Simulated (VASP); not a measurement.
# Ge: self-consistent run

Ge, Fd-3m (no. 227), 2 atoms in the cell. PBEsol; PAW potentials Ge_d (PBE set).

## Input

INCAR:
```
SYSTEM = Ge
PREC = Accurate ; ENCUT = 520
EDIFF = 1E-7 ; ISMEAR = 0
SIGMA = 0.02 ; LREAL = .False.
LASPH = .True. ; ALGO = Normal
NELM = 100 ; ISIF = 2
LWAVE = .False. ; LCHARG = .False.
GGA = PS ; GGA_COMPAT = .False.
```

KPOINTS:
```
k-points
0
Gamma
  7 7 7
```

POSCAR:
```
Ge
1.0
    0.0000000000      2.8289100000      2.8289100000
    2.8289100000      0.0000000000      2.8289100000
    2.8289100000      2.8289100000      0.0000000000
Ge
2
Direct
    0.7500000000      0.7500000000      0.7500000000
    0.5000000000      0.5000000000      0.5000000000
```

Commands:
```
cat potpaw_PBE.64/Ge_d/POTCAR > POTCAR
mpirun -np 1 vasp_std > vasp.out
```

## Result

- Pressure (GPa): 0.56
- Gap on the mesh (eV): 0.000
- Fermi level (eV): 4.875

VASP 6.6.1 took 22 s on 1 core (Intel Xeon Platinum 8259CL @ 2.50GHz (Skylake/Cascade Lake)), a shared host.
